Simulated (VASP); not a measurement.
# BaTe: kernels and solvers of the Casida equation on one ground state

BaTe, Fm-3m (no. 225), 2 atoms in the cell. PBE, TDDFT by the Casida equation; PAW potentials Ba_sv_GW, Te_GW (PBE set).

## Input

INCAR.step1:
```
PREC = Accurate
ENCUT = 240
ISMEAR = 0
SIGMA = 0.02
EDIFF = 1E-7
LASPH = True
KPAR = 4
LWAVE = True
LCHARG = False
LOPTICS = True
ALGO = Normal
NBANDS = 20
NEDOS = 2000
CSHIFT = 0.1
GGA = PE
```

INCAR.step2:
```
PREC = Accurate
ENCUT = 240
ISMEAR = 0
SIGMA = 0.02
EDIFF = 1E-7
LASPH = True
KPAR = 4
LWAVE = False
LCHARG = False
ALGO = TDHF
NBANDS = 20
NBANDSO = 4
NBANDSV = 4
IBSE = 2
NBSEEIG = 4
LHARTREE = True
LADDER = False
LFXC = True
ENCUTGW = 150
GGA = PE
PRECFOCK = Fast
ANTIRES = 0
OMEGAMAX = 25
CSHIFT = 0.15
NOMEGA = 1000
ISTART = 1
```

INCAR.step3, as INCAR.step2 but for:
```
- ANTIRES = 0
+ ANTIRES = 1
```

INCAR.step4 changes the same tag again: ANTIRES = 2.

INCAR.step5, as INCAR.step4 but for:
```
- LHARTREE = True
- LFXC = True
- ANTIRES = 2
+ LHARTREE = False
+ LFXC = False
+ ANTIRES = 0
```

INCAR.step6, as INCAR.step5 but for:
```
- LHARTREE = False
- ANTIRES = 0
+ LHARTREE = True
+ ANTIRES = 2
```

INCAR.step7, as INCAR.step6 but for:
```
- IBSE = 2
- LFXC = False
- ANTIRES = 2
+ IBSE = 3
+ LFXC = True
+ ANTIRES = 0
+ BSEPREC = High
```

INCAR.step8, as INCAR.step7 but for:
```
- IBSE = 3
- BSEPREC = High
+ IBSE = 1
```

INCAR.step9, as INCAR.step8 but for:
```
- IBSE = 1
+ IBSE = 0
```

INCAR.step10, as INCAR.step9 but for:
```
- KPAR = 4
```

KPOINTS:
```
k-points
0
Gamma
  4 4 4
```

POSCAR:
```
BaTe
1.0
    0.0000000000      3.4100000000      3.4100000000
    3.4100000000      0.0000000000      3.4100000000
    3.4100000000      3.4100000000      0.0000000000
Ba Te
1 1
Direct
    0.0000000000      0.0000000000      0.0000000000
    0.5000000000      0.5000000000      0.5000000000
```

Commands (each step's output is kept before the next begins):
```
cat potpaw_PBE.64/Ba_sv_GW/POTCAR potpaw_PBE.64/Te_GW/POTCAR > POTCAR
cp INCAR.step1 INCAR
mpirun -np 4 vasp_std > vasp.out
cp INCAR.step2 INCAR
mpirun -np 4 vasp_std > vasp.out
cp INCAR.step3 INCAR
mpirun -np 4 vasp_std > vasp.out
cp INCAR.step4 INCAR
mpirun -np 4 vasp_std > vasp.out
cp INCAR.step5 INCAR
mpirun -np 4 vasp_std > vasp.out
cp INCAR.step6 INCAR
mpirun -np 4 vasp_std > vasp.out
cp INCAR.step7 INCAR
mpirun -np 4 vasp_std > vasp.out
cp INCAR.step8 INCAR
mpirun -np 4 vasp_std > vasp.out
cp INCAR.step9 INCAR
mpirun -np 4 vasp_std > vasp.out
cp INCAR.step10 INCAR
mpirun -np 1 vasp_std > vasp.out
```

## Result

- Direct gap on the mesh (eV): 1.75
- Gap on the mesh (eV): 1.41
- Bands: 20

One ground state, settings moved in the last step alone:

| Settings | ε at zero frequency | First excitation (eV) | First bright (eV) | Time (s) |
|---|---|---|---|---|
| LOPTICS | 7.68 | – | – | 4 |
| full kernel, Tamm-Dancoff | 6.21 | 1.754 | 1.762 | 2 |
| full kernel, ANTIRES 1 | 6.00 | 1.755 | 1.769 | 2 |
| full kernel, ANTIRES 2 | 6.00 | 1.754 | 1.762 | 2 |
| independent particles | 6.46 | 1.754 | 1.754 | 1 |
| RPA: Hartree term alone, ANTIRES 2 | 5.71 | 1.757 | 1.766 | 2 |
| Lanczos (IBSE 3) | 6.21 | – | – | 2 |
| time evolution (IBSE 1) | 6.20 | – | – | 4 |
| KPAR with the old driver (IBSE 0) | – | – | – | no result |
| old driver (IBSE 0) on one core | 6.21 | 1.754 | 1.762 | 5 |

Make-up of the lowest excitation, one of several of nearly equal energy, so its shares depend on the choice among them:

| k point | From band | To band | Share |
|---|---|---|---|
| 0.500 0.500 0.000 | 8 | 9 | 0.35 |
| 0.000 0.500 0.500 | 8 | 9 | 0.33 |
| 0.500 0.000 0.500 | 8 | 9 | 0.32 |
| 0.000 0.500 0.500 | 7 | 9 | 0.00 |
| 0.500 0.000 0.500 | 7 | 9 | 0.00 |
| 0.500 0.500 0.000 | 7 | 9 | 0.00 |

Limits: The 4×4×4 mesh is coarse for a spectrum: peaks stand apart that a denser mesh merges, and ε at zero frequency can be far too high; spin-orbit coupling is left out, which can matter with atoms this heavy; the pairs hold 4 valence and 4 conduction bands, and what lies beyond is missing from ε.

VASP 6.6.1 took 29 s on 4 cores (Intel Xeon 6975P-C (Granite Rapids)), a shared host.
